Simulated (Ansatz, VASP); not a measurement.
# CaH: VASP beside Ansatz

```xyz
4
Lattice="3.7157 0.0000 0.0000 -1.8579 3.2179 0.0000 0.0000 0.0000 5.7979" Properties=species:S:1:pos:R:3 pbc="T T T"
Ca    0.0000    2.1453    4.3485
Ca    1.8579    1.0726    1.4495
H     0.0000    0.0000    0.0000
H     0.0000    0.0000    2.8990
```

Alike in both runs: task relaxation of cell and atoms; functional PBE; k mesh 15 × 15 × 8; occupations gaussian, width 0.1 eV; no spin polarisation.

|  | VASP | Ansatz |
| --- | --- | --- |
| version | VASP 6.6.1 | Ansatz 0.2.0 |
| potentials or method | VASP PAW PBE potentials, release 64 (Ca_sv, H) | scalar-relativistic, plane waves, PAW |
| plane-wave cutoff (eV) | 600 | 420 |
| valence electrons in the cell | 22 | 22 |

Ansatz gave:

```
gap on the k mesh at the Fermi level, each at its own relaxed structure (eV) : none
relaxed volume (Å³/atom)                                                     : 17.33
relaxed cell length with the largest relative difference (Å)                 : 3.716
```

Problem. What did VASP give for the same quantities?

Solution. gap on the k mesh at the Fermi level, each at its own relaxed structure (eV): none; relaxed volume (Å³/atom): 17.36; relaxed cell length with the largest relative difference (Å): 3.718.

A gap of «none» marks a metal or a gap that the smearing closes.
